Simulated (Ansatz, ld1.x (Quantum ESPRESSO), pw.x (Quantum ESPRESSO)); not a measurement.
**From atom to crystal: TM potential for boron**

- Element: B (Z = 5)
- Generator: ld1.x (Quantum ESPRESSO) 7.5
- Type: norm-conserving Troullier–Martins (Kleinman–Bylander form)
- Functional: PBE
- Relativity: scalar-relativistic
- Frozen core: [He]
- Valence charge: 3
- Reference configuration: 2s2 2p1
- Partial waves: 2s (bound): rc 1.20 bohr; 2p (bound): rc 2.95 bohr; 3d channel at -0.15 Ry: rc 2.75 bohr
- Local potential: the d channel
- Core correction: a·sin(br)/r model core, default radius (core density twice the valence density)

Crystal test: fcc B in pw.x 7.5, no spin, 18³ k-points, Fermi–Dirac smearing 0.01 Ry, cutoffs 70/280 Ry. The reference is all-electron LAPW (Ansatz 0.2.0) with the same functional, mesh and smearing; V0 and B0 come from Birch–Murnaghan fits to the pressures at five volumes. Errors are pseudo minus all-electron; Δ is the rms difference of the E(V) curves that follow from these fits, minima aligned, over ±6 % about the mean V0. Mesh and smearing are coarse, so the numbers serve the comparison and aren't converged zero-temperature values; the lattice is a test structure that the element need not adopt.

All-electron: a0 = 2.867 Å (V0 = 5.89 Å³/atom), B0 = 270.8 GPa.

**Question.** How far does the potential miss the all-electron equation of state?

**Answer.** mean pressure error (GPa): -21.62. The pressure does not cross zero within the volumes sampled, so no fit is given. The largest radius (2.95 bohr) exceeds half the bond length (1.92 bohr), so the spheres overlap, which is one possible source of error among others. This is a poor potential for the solid.

```tsv
V (Å³/atom)	P all-electron (GPa)	P pseudo (GPa)
5.603	14.83	-12.52
5.751	6.76	-17.37
5.898	-0.40	-21.64
6.045	-6.74	-25.51
6.193	-12.37	-28.96
```

**Question.** At the middle volume, how do free energy and pressure move when the wave cutoff is lowered (ecutrho kept at four times it)?

**Answer.**

```csv
cutoff (Ry),shift of F (meV/atom),shift of P (GPa)
32,+28.3,+1.07
42,+24.6,-0.15
56,+4.7,-0.34
```

Input at the middle volume:

```
&control
  calculation='scf', prefix='x', pseudo_dir='./', outdir='./tmp', tstress=.true., disk_io='none'
/
&system
  ibrav=0, nat=1, ntyp=1, ecutwfc=70, ecutrho=280, nbnd=8,
  occupations='smearing', smearing='fd', degauss=0.01
/
&electrons
  conv_thr=1e-09, mixing_beta=0.4, electron_maxstep=70
/
ATOMIC_SPECIES
B 1.0 B.UPF
CELL_PARAMETERS angstrom
  0.00000000 1.43403007 1.43403007
  1.43403007 0.00000000 1.43403007
  1.43403007 1.43403007 0.00000000
ATOMIC_POSITIONS crystal
B 0.0000 0.0000 0.0000
K_POINTS automatic
18 18 18 0 0 0
```

```bash
pw.x < B.scf.in > B.scf.out
```

Lines of the output:

```
Message from routine setup:
     using ibrav=0 with symmetry is DISCOURAGED, use correct ibrav instead
     lattice parameter (alat)  =       3.8324  a.u.
     unit-cell volume          =      39.8017 (a.u.)^3
     number of electrons       =         3.00
     number of Kohn-Sham states=            8
     kinetic-energy cutoff     =      70.0000  Ry
     charge density cutoff     =     280.0000  Ry
     scf convergence threshold =      1.0E-09
     Exchange-correlation= PBE
     number of k points=   195  Fermi-Dirac smearing, width (Ry)=  0.0100
     iteration #  1     ecut=    70.00 Ry     beta= 0.40
     total energy              =      -6.16006157 Ry
     estimated scf accuracy    <       0.00329610 Ry
     iteration #  2     ecut=    70.00 Ry     beta= 0.40
     total energy              =      -6.15979518 Ry
     estimated scf accuracy    <       0.00114362 Ry
     iteration #  3     ecut=    70.00 Ry     beta= 0.40
     total energy              =      -6.15981350 Ry
     estimated scf accuracy    <       0.00000215 Ry
     iteration #  4     ecut=    70.00 Ry     beta= 0.40
     total energy              =      -6.15981358 Ry
     estimated scf accuracy    <       0.00000009 Ry
     iteration #  5     ecut=    70.00 Ry     beta= 0.40
     total energy              =      -6.15981358 Ry
     estimated scf accuracy    <          2.2E-09 Ry
     iteration #  6     ecut=    70.00 Ry     beta= 0.40
     the Fermi energy is    14.3690 ev
!    total energy              =      -6.15981358 Ry
     estimated scf accuracy    <          2.4E-10 Ry
     smearing contrib. (-TS)   =      -0.00096004 Ry
     The total energy is F=E-TS. E is the sum of the following terms:
     one-electron contribution =       4.27990088 Ry
     hartree contribution      =       0.01407559 Ry
     xc contribution           =      -2.83937713 Ry
     ewald contribution        =      -7.61345288 Ry
     convergence has been achieved in   6 iterations
          total   stress  (Ry/bohr**3)                   (kbar)     P=     -216.43
     Message from routine punch:
     Nothing written, as per user request (disk_io='none')
```

The run at the middle volume (195 k-points, 6 iterations) took about 6.2 s on one core of a shared host (Neoverse-V2, 192 threads, 742 GiB, load 29).
